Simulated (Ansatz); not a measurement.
## Property card for In2O3

All numbers below come from Ansatz 0.2.0, DFT PBE, scalar-relativistic, plane waves, PAW.

Plane waves to 420 eV, a k mesh through Γ of 6×6×6 on the computed 10-atom cell and Gaussian smearing (0.02 eV); no spin polarisation.

The structure is relaxed at this level of theory with its symmetry kept, and needn't be the ground state of this composition.

```xyz
10
Lattice="2.7882 1.6098 4.9179 -2.7882 1.6098 4.9179 0.0000 -3.2195 4.9179" Properties=species:S:1:pos:R:3 pbc="T T T"
In    0.0000    0.0000   12.6476
In    0.0000    0.0000    9.4829
In    0.0000    0.0000    2.1060
In    0.0000    0.0000    5.2708
O    -1.1341   -1.6098    6.1473
O     1.9612   -0.1773    6.1473
O    -0.8270    1.7871    6.1473
O     1.1341    1.6098    8.6063
O    -1.9612    0.1773    8.6063
O     0.8270   -1.7871    8.6063
```

| Property | Result |
| --- | --- |
| Space group | R-3c (No. 167) |
| Volume per atom | 13.24 Å³ |
| Formation energy from the elements' standard states (uncorrected) | -1.527 eV/atom |
| Kohn–Sham band gap | 0.96 eV |
| Orbital (Löwdin) character of the top 1 eV of the valence band | O 2p 93 % |
| Orbital (Löwdin) character of the lowest 1 eV of the conduction band | In 5s 49 %, O 2s 23 %, O 2p 20 %, In 5p 8 % |
| Bader charge by site (e) | In (4 in the cell) 1.83, O (6 in the cell) -1.22 |

It was relaxed from a cell as deposited in COD. Kohn–Sham gaps at this level usually fall short of measured ones. Löwdin shares on free-atom orbitals overweight diffuse shells in the empty bands.
